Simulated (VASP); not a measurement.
GaAs:

```
CELL_PARAMETERS angstrom
0.00000 2.82685 2.82685
2.82685 0.00000 2.82685
2.82685 2.82685 0.00000
ATOMIC_POSITIONS crystal
As 0.75000 0.75000 0.75000
Ga 0.00000 0.00000 0.00000
```

```yaml
Program: VASP 6.6.1
Task: relaxation of cell and atoms
Functional: vdW-DF
Potentials_or_basis: VASP PAW PBE potentials, release 64 (As, Ga_d)
Cutoff: 600 eV
k_mesh: 8 × 8 × 8
Occupations: fermi-dirac, width 0.05 eV
Spin: no spin polarisation
```

At the start: pressure 6.5 GPa; volume 22.59 Å³/atom.

Question: How do energy, volume and symmetry change on relaxing?

Answer: Over 3 steps the energy falls by 43.8 meV/atom and the volume is 24.96 Å³/atom (+10.5 %); space group F-43m (No. 216, to 0.05 Å).

Step by step:
```tsv
step	energy change (eV)	largest force (eV/Å)	pressure (GPa)	volume (Å³)
1	0.0000	0.0000	6.52	45.18
2	-0.0804	0.0000	-1.35	51.46
3	-0.0877	0.0000	0.00	49.92
```

Final structure:
```
As Ga
1.0
     0.00000    2.92241    2.92241
     2.92241    0.00000    2.92241
     2.92241    2.92241    0.00000
As Ga
1 1
Cartesian
  4.3836 4.3836 4.3836
  0.0000 0.0000 0.0000
```

Caveat: the PAW data sets were made with another functional, which shifts forces and pressure a little; the volume moved by +10 % from the deposited cell, more than functionals usually miss.
